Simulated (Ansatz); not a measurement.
## Property card for BeTe

Level of theory: DFT PBE, scalar-relativistic, plane waves, PAW (Ansatz 0.2.0).

Plane waves to 420 eV, a k mesh through Γ of 8×8×4 on the computed 4-atom cell and Gaussian smearing (0.02 eV); no spin polarisation.

The structure is relaxed at this level of theory with its symmetry kept, and needn't be the ground state of this composition.

Space group P4/nmm (No. 129), tetragonal, a = 3.912 Å, c = 7.426 Å. Be has 4 Te at 2.48 Å and 4 Be at 2.77 Å; Te is surrounded by 4 Be at 2.48 Å.

| Item | Value |
| --- | --- |
| Volume per atom | 28.41 Å³ |
| Formation energy from the elements' standard states (uncorrected) | -0.267 eV/atom |
| Kohn–Sham band gap | 2.12 eV, direct at Γ |
| Orbital (Löwdin) character of the top 1 eV of the valence band | Te 5p 92 %, unprojected 6 % |
| Electron masses at the edge by direction of the standard setting (m_e; one valley, along these axes only; no spin-orbit coupling) | x: 0.30; y: 0.30; z: 17 |
| Hole masses at the edge by direction of the standard setting (m_e; one valley, along these axes only; no spin-orbit coupling) | x: over 30, 0.13; y: over 30, 0.13; z: 4.6, 4.6 |
| Bader charge by site (e) | Be (2 in the cell) 1.47, Te (2 in the cell) -1.47 |

Spin-orbit coupling is left out, which matters for the bands of heavy elements. The cell holds layers, chains or molecules and no dispersion correction was added, so their binding is poorly described.

The cell was found from a structure generator's guess, not taken from experiment. Kohn–Sham gaps at this level usually fall short of measured ones.
